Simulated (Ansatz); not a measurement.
Data:

CaF$_{2}$:
```cif
data_Ca4F8
_chemical_formula_sum 'Ca4 F8'
_space_group_name_H-M_alt 'Fm-3m'
_space_group_IT_number 225
_space_group_name_Hall '-F 4 2 3'
_cell_length_a 5.44052
_cell_length_b 5.44052
_cell_length_c 5.44052
_cell_angle_alpha 90.000
_cell_angle_beta 90.000
_cell_angle_gamma 90.000
loop_
_atom_site_label
_atom_site_type_symbol
_atom_site_symmetry_multiplicity
_atom_site_Wyckoff_symbol
_atom_site_fract_x
_atom_site_fract_y
_atom_site_fract_z
_atom_site_occupancy
Ca1 Ca 4 a 0.00000 0.00000 0.00000 1
F1 F 8 c 0.25000 0.25000 0.25000 1
```
(The calculation used a cell of 3 atoms; values per cell refer to that cell.)

This is the r²SCAN-relaxed structure.

All from r²SCAN in the plane-wave PAW code Ansatz, unless another level is named. Give the band gap.

8.03 eV (indirect).

And the weight of the valence-edge state by species (Voronoi cells)?

F 99 %.

Next, the valence-band maximum?

at X.

The r²SCAN relaxation kept the symmetry of its start.

Potentials: the earlier of the program's two PAW sets.
